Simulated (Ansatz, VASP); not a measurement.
## Gd in VASP and in Ansatz

```
Gd
1.0
    -1.98202    1.98202    1.98202
     1.98202   -1.98202    1.98202
     1.98202    1.98202   -1.98202
Gd
1
Direct
  0.00000 0.00000 0.00000
```

Change from the starting cell: volume scaled by 0.9405, crystal datasets.

Alike in both runs: task electric field gradients; functional PBE; k mesh 13 × 13 × 13; occupations fermi-dirac, width 0.05 eV; collinear spin.

|  | VASP | Ansatz |
| --- | --- | --- |
| version | VASP 6.6.1 | Ansatz 0.2.0 |
| potentials or method | VASP PAW PBE potentials, release 64 (Gd), cutoff 520 eV | all-electron PAW with datasets made for the crystal, scalar-relativistic |

Ansatz gave:

```
pressure (GPa)                                                 : 2.3
net moment per atom (μB)                                       : 7.63
size of the moment on the site where the two differ most (μB)  : 7.34
Vzz of the field gradient on the site that differs most (V/Å²) : 0.0
```

Which values does VASP return?

Pressure (GPa): 2.2; net moment per atom (μB): 7.64; size of the moment on the site where the two differ most (μB): 7.02; Vzz of the field gradient on the site that differs most (V/Å²): 0.0.

Site moments also hang on the region over which each program counts them. Ansatz ran all-electron here, so the differences hold the error of VASP's frozen core and of both bases. Ansatz warned: «gradients_without_spin_orbit».

 The state reached can hang on the start; a lower one may exist.
